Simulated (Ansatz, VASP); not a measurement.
## Cs: VASP beside Ansatz

INCAR

```
SYSTEM = Cs
  PREC = Accurate
  ENCUT = 520
  EDIFF = 1E-7
  ISMEAR = -1
  SIGMA = 0.05
  LREAL = .False.
  LASPH = .True.
  NELM = 80
  ALGO = Normal
  ISIF = 2
  LWAVE = .False.
  LCHARG = .False.
  GGA = PE
  NBANDS = 10
```

KPOINTS

```
Automatic mesh
0
Gamma
  6 6 6
  0 0 0
```

File POSCAR:

```
Cs
1.0
    3.0190110000     -4.3381320000      0.0000000000
    3.0190110000      4.3381320000      0.0000000000
   -2.5749360000      0.0000000000      4.4138870000
Cs
1
Direct
    0.0000000000      0.0000000000      0.5000000000
```

File input.yaml:

```yaml
crystal:
  lattice:
    - [3.019011, -4.338132, 0.0]
    - [3.019011, 4.338132, 0.0]
    - [-2.574936, 0.0, 4.413887]
  atoms:
    - { symbol: Cs, position: [0.0, 0.0, 0.5] }
hamiltonian:
  xc: pbe
  pseudopotentials: { kind: paw }
kpoints:
  mp_grid: { grid: [6, 6, 6] }
scf:
  occupations: { method: fermi_dirac, width: 0.05 }
output:
  forces: true
  stress: true
  eigenvalues: true
  write_density: true
  write_potential: true
  elf: true
  volumetric_format: npy
```

This isn't the form of Cs at room conditions, which is bcc.

Alike in both runs: task single point; functional PBE; k mesh 6 × 6 × 6; occupations fermi-dirac, width 0.05 eV; no spin polarisation.

|  | VASP | Ansatz |
| --- | --- | --- |
| version | VASP 6.6.1 | Ansatz 0.2.0 |
| potentials or method | VASP PAW PBE potentials, release 64 (Cs_sv) | Ansatz PAW |
| plane-wave cutoff (eV) | 520 | 420 |
| valence electrons in the cell | 9 | 9 |

```tsv
	VASP	Ansatz	Ansatz less VASP
gap on the k mesh at the Fermi level (eV)	none	none	-
pressure (GPa)	0.0	0.0	+0.01
largest component of the traceless stress (GPa)	0.06	0.06	0.000
```

A gap of «none» marks a metal or a gap that the smearing closes.

The runs have no spin-orbit coupling, so splittings on Cs are missing.
